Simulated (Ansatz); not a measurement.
**LiCl: a single-point run**

Aim: a sound single-point run of LiCl. The structure is shown as the input types it. The cell is built on a prototype (CsCl type) and needn't be the phase found in nature.

Computed with Ansatz 0.2.0 (density functional or hybrid calculation with the settings of its input, plane waves (as first typed), unless a step's input says otherwise).

4 further runs of the same task are left out: 4 that didn't finish.

**1. Starting point**

Symmetry: Pm-3m, No. 221, cubic system. Conventional cell: a = 3.271 Å, b = 3.271 Å, c = 3.271 Å, α = 90.00°, β = 90.00°, γ = 90.00°. Li (site symmetry m-3m) has 8 Cl at 2.83 Å as nearest neighbours. Around Cl (site symmetry m-3m) lie 8 Li at 2.83 Å.

As a file:

```
CELL_PARAMETERS angstrom
3.27112 0.00000 0.00000
0.00000 3.27112 0.00000
0.00000 0.00000 3.27112
ATOMIC_POSITIONS crystal
Li 0.00000 0.00000 0.00000
Cl 0.50000 0.50000 0.50000
```

**2. The calculation**

input.yaml reads:

```yaml
crystal:
  lattice:
    - [3.2711235777, 0.0, 0.0]
    - [0.0, 3.2711235777, 0.0]
    - [0.0, 0.0, 3.2711235777]
  atoms:
    - { symbol: Li, position: [0.0, 0.0, 0.0] }
    - { symbol: Cl, position: [0.5, 0.5, 0.5] }
kpoints:
  mp_grid: { grid: [6, 6, 6] }
hamiltonian:
  xc: pbesol
scf:
  occupations: { method: fixed }
  n_extra_bands: 4
  convergence: { dr2_threshold: 0.01 }
  max_iter: 85
output:
  forces: true
  stress: true
  eigenvalues: true
```

Command:

```bash
ansatz run input.yaml --threads 4 --pin off --max-ram 3686MiB --backend cpu --events-out ev --progress --plain --runs-dir out
```

Q: Will this input give a usable result? If not, why, and what should change?

The run converged and reported no error, with warnings (force scf threshold loose, stress scf threshold loose). Its log warns: «scf.convergence.dr2_threshold = 1e-2 eV is looser than this run's default, which is 1e-7 eV or tighter. The error in the forces grows as the threshold's square root ...»

The threshold asked is loose, but the program put off the close and ended at dr2 = 5.1e-11, so little accuracy was lost here.

Run again and compare: delete scf.convergence.dr2_threshold (the default then holds).
